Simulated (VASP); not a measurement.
# MoS2 in VASP: reference runs, part 2 of 2

VASP 6.6.1.

## Step 6: Equation of state, PBEsol, 32.36 Å³/atom (volume scaled by 1.02)

INCAR

```
PREC     = Accurate       # precision mode
ENCUT    = 520            # plane-wave cutoff, eV
EDIFF    = 1E-7           # SCF threshold, eV
ISMEAR   = -1             # smearing method
SIGMA    = 0.05           # smearing width, eV
LREAL    = F              # projectors in reciprocal space
LASPH    = T              # aspherical terms in the spheres
NELM     = 60             # most SCF steps
ALGO     = Normal         # electronic algorithm
ISIF     = 2              # what is computed and relaxed
LWAVE    = F              # write WAVECAR
LCHARG   = F              # write CHGCAR
GGA      = PS             # functional
NBANDS   = 35             # bands
KPAR     = 2
```

KPOINTS

```
Automatic mesh
0
Gamma
  10 10 2
```

POSCAR

```
MoS2
1.0
    3.2056317491      0.0000000000      0.0000000000
   -1.6028158746      2.7761585299      0.0000000000
    0.0000000000      0.0000000000     21.8140523775
Mo S
2 4
Direct
    0.3333333333      0.6666666667      0.8511602300
    0.6666666667      0.3333333333      0.1488397700
    0.6666666667      0.3333333333      0.7796253900
    0.3333333333      0.6666666667      0.0772510000
    0.6666666667      0.3333333333      0.9227490000
    0.3333333333      0.6666666667      0.2203746100
```

Potentials or basis: VASP PAW PBE potentials, release 64 (Mo_sv, S).

Started as:

```sh
> cat potpaw_PBE.64/Mo_sv/POTCAR potpaw_PBE.64/S/POTCAR > POTCAR
> mpirun -np 2 vasp_std > vasp.out
```

It took 69 s on 2 MPI ranks of Intel Xeon 6975P-C (Granite Rapids), shared host; peak memory 0.37 GiB.

Results (log left out):

| Property | Result |
| --- | --- |
| Free energy | -46.7793 eV |
| Largest force | 0.446 eV/Å |
| Band gap on the k mesh | 1.36 eV, indirect (least direct gap 1.84 eV) |

Caveat: the PAW data sets were made with another functional, which shifts forces and pressure a little.

## Step 7: Equation of state, PBEsol, 32.99 Å³/atom (volume scaled by 1.04)

INCAR is that of step 6.

KPOINTS is that of step 6.

POSCAR: that of step 6 with these lines changed.

```diff
@@ -2,5 +2,5 @@
 1.0
-    3.2056317491      0.0000000000      0.0000000000
-   -1.6028158746      2.7761585299      0.0000000000
-    0.0000000000      0.0000000000     21.8140523775
+    3.2264481230      0.0000000000      0.0000000000
+   -1.6132240615      2.7941860385      0.0000000000
+    0.0000000000      0.0000000000     21.9557060374
 Mo S
```

Started as:

```sh
> cat potpaw_PBE.64/Mo_sv/POTCAR potpaw_PBE.64/S/POTCAR > POTCAR
> mpirun -np 2 vasp_std > vasp.out
```

Run time: 70 s. Hardware: 2 MPI ranks of Intel Xeon 6975P-C (Granite Rapids), shared host; peak memory 0.38 GiB.

It converged, with:

```yaml
Free_energy: -46.6843 eV
Largest_force: 0.738 eV/Å
Band_gap_on_the_k_mesh: 1.33 eV, indirect (least direct gap 1.80 eV)
```

Caveat: the PAW data sets were made with another functional, which shifts forces and pressure a little.

## Step 8: Equation of state, PBEsol, 33.62 Å³/atom (volume scaled by 1.06)

INCAR is that of step 7.

KPOINTS is that of step 7.

POSCAR: that of step 7 with these lines changed.

```diff
@@ -2,5 +2,5 @@
 1.0
-    3.2264481230      0.0000000000      0.0000000000
-   -1.6132240615      2.7941860385      0.0000000000
-    0.0000000000      0.0000000000     21.9557060374
+    3.2469993021      0.0000000000      0.0000000000
+   -1.6234996510      2.8119838817      0.0000000000
+    0.0000000000      0.0000000000     22.0955550693
 Mo S
```

Started as:

```sh
> cat potpaw_PBE.64/Mo_sv/POTCAR potpaw_PBE.64/S/POTCAR > POTCAR
> mpirun -np 2 vasp_std > vasp.out
```

Run time: 71 s. Hardware: 2 MPI ranks of Intel Xeon 6975P-C (Granite Rapids), shared host; peak memory 0.39 GiB.

It converged, with:

| Item | Value |
| --- | --- |
| Free energy | -46.5590 eV |
| Largest force | 1.007 eV/Å |
| Band gap on the k mesh | 1.30 eV, indirect (least direct gap 1.75 eV) |

Caveat: the PAW data sets were made with another functional, which shifts forces and pressure a little.

## Step 9: Single point, PBEsol (atoms moved at random, drawn with an rms of 0.05 Å)

INCAR is that of step 8.

KPOINTS is that of step 8.

POSCAR

```
MoS2
1.0
    3.1845414560      0.0000000000      0.0000000000
   -1.5922707280      2.7578938003      0.0000000000
    0.0000000000      0.0000000000     21.6705347200
Mo S
2 4
Direct
    0.3438410000      0.6682370000      0.8509060000
    0.6779090000      0.3448030000      0.1484600000
    0.6706390000      0.3476130000      0.7784340000
    0.3315440000      0.6662970000      0.0773220000
    0.6510780000      0.3366750000      0.9236970000
    0.3289870000      0.6529680000      0.2183980000
```

Potentials or basis: VASP PAW PBE potentials, release 64 (Mo_sv, S).

Started as:

```sh
> cat potpaw_PBE.64/Mo_sv/POTCAR potpaw_PBE.64/S/POTCAR > POTCAR
> mpirun -np 2 vasp_std > vasp.out
```

OUTCAR:

```text
PREC = Accurate
   ENCUT = 520
   EDIFF = 1E-7
   ISMEAR = -1
   LREAL = F
   LASPH = T
   NELM = 60
   ISIF = 2
   GGA = PS

 ion  position               nearest neighbor table
   1  0.344  0.668  0.851-   5 2.37   3 2.38   5 2.43   3 2.43   3 2.45   5 2.48
   2  0.678  0.345  0.148-   6 2.35   6 2.36   4 2.37   4 2.40   4 2.42   6 2.44
   3  0.671  0.348  0.778-   1 2.38   1 2.43   1 2.45
   4  0.332  0.666  0.077-   2 2.37   2 2.40   2 2.42
   5  0.651  0.337  0.924-   1 2.37   1 2.43   1 2.48
   6  0.329  0.653  0.218-   2 2.35   2 2.36   2 2.44
[... 1119 lines left out ...]
  -------------------------------------------------------------------------------------
  Total       -2.1786486     -3.1387344     -0.6667471     -0.2202288      0.8638544      0.3847931
  in kB      -18.3401846    -26.4223282     -5.6127755     -1.8539188      7.2720533      3.2392447
  external PRESSURE =     -16.7917628 kB  Pullay stress =       0.0000000 kB

 VOLUME and BASIS-vectors are now :
 -----------------------------------------------------------------------------
  energy-cutoff  :      520.00
  volume of cell :      190.32
      direct lattice vectors                 reciprocal lattice vectors
     3.184541456  0.000000000  0.000000000     0.314016952  0.181297771  0.000000000
    -1.592270728  2.757893800  0.000000000     0.000000000  0.362595543  0.000000000
     0.000000000  0.000000000 21.670534720     0.000000000  0.000000000  0.046145608

 POSITION                                       TOTAL-FORCE (eV/Angst)
 -----------------------------------------------------------------------------------
      0.03096      1.84293     18.43959        -1.194417      0.395651      0.040924
      1.60981      0.95093      3.21721        -0.338368     -1.064274     -0.436083
      1.58218      0.95868     16.86908         0.416481     -0.306542      0.480573
     -0.00511      1.83758      1.67561         0.226690      0.355193     -0.141067
      1.53731      0.92851     20.01701         0.779153     -0.088391     -0.500337
      0.00797      1.80082      4.73280         0.110462      0.708363      0.555990
 -----------------------------------------------------------------------------------
    total drift:                               -0.000079     -0.000139      0.000222

  FREE ENERGIE OF THE ION-ELECTRON SYSTEM (eV)
  ---------------------------------------------------
  free  energy   TOTEN  =       -46.7369039213 eV

  energy  without entropy=      -46.7369037746  energy(sigma->0) =      -46.73690385
```

stdout:

```text
POSCAR found type information on POSCAR MoS
 POSCAR found :  2 types and       6 ions
 scaLAPACK will be used
 -----------------------------------------------------------------------------
|                                                                             |
|                                                                             |
|     You enforced a specific xc type in the INCAR file but a different       |
|     I HOPE YOU KNOW WHAT YOU ARE DOING!                                     |
|                                                                             |
 -----------------------------------------------------------------------------

 LDA part: xc-table for (Slater+PW92), standard interpolation
 POSCAR, INCAR and KPOINTS ok, starting setup
 FFT: planning ... GRIDC
 FFT: planning ... GRID_SOFT
 FFT: planning ... GRID
 WAVECAR not read
 entering main loop
```

It took 4.1 min on 2 MPI ranks of Intel Xeon 6975P-C (Granite Rapids), shared host; peak memory 0.65 GiB.

Results:

- Free energy: -46.7369 eV
- Largest force: 1.259 eV/Å
- Band gap on the k mesh: 1.31 eV, indirect (least direct gap 1.76 eV)

Forces on the atoms (eV/Å):
```
Mo  -1.194  0.396  0.041
Mo  -0.338 -1.064 -0.436
S    0.416 -0.307  0.481
S    0.227  0.355 -0.141
S    0.779 -0.088 -0.500
S    0.110  0.708  0.556
```

Caveat: the PAW data sets were made with another functional, which shifts forces and pressure a little.

## Step 10: Equation of state, PBEsol

Potentials or basis: VASP PAW PBE potentials, release 64 (Mo_sv, S).

No new run: the results of the series are fitted here.

Results:

```
Equilibrium volume                        : 31.04 Å³/atom
Bulk modulus at fixed shape and positions : 88 GPa
Pressure derivative of the bulk modulus   : 4.4
```

Energy against volume, from the lowest point:
| volume (Å³/atom) | energy (meV/atom) |
| --- | --- |
| 29.817 | 14.25 |
| 30.452 | 3.18 |
| 31.086 | 0.00 |
| 31.721 | 3.86 |
| 32.355 | 14.03 |
| 32.990 | 29.87 |
| 33.624 | 50.76 |

Caveat: the cell was scaled at fixed shape and fractional positions, which overstates the stiffness of a crystal with free parameters, most of all of layers and chains; the PAW data sets were made with another functional, which shifts forces and pressure a little.

## Step 11: Overview

| task | cell | gap on the mesh (eV) | largest force (eV/Å) |
| --- | --- | --- | --- |
| single point | as given | 1.39 | 0.13 |
| single point | atoms moved at random, drawn with an rms of 0.05 Å | 1.31 | 1.26 |
| equation of state | as given | - | - |

Alike in all rows: level PBEsol; potentials or basis VASP PAW PBE potentials, release 64 (Mo_sv, S); no spin polarisation; k mesh 10 × 10 × 2; cutoff (eV) 520; smearing fermi-dirac 0.05 eV.

Caveats: the PAW data sets were made with another functional, which shifts forces and pressure a little; the cell was scaled at fixed shape and fractional positions, which overstates the stiffness of a crystal with free parameters, most of all of layers and chains (some runs).

Absolute energies hang on the potentials; compare differences alone.
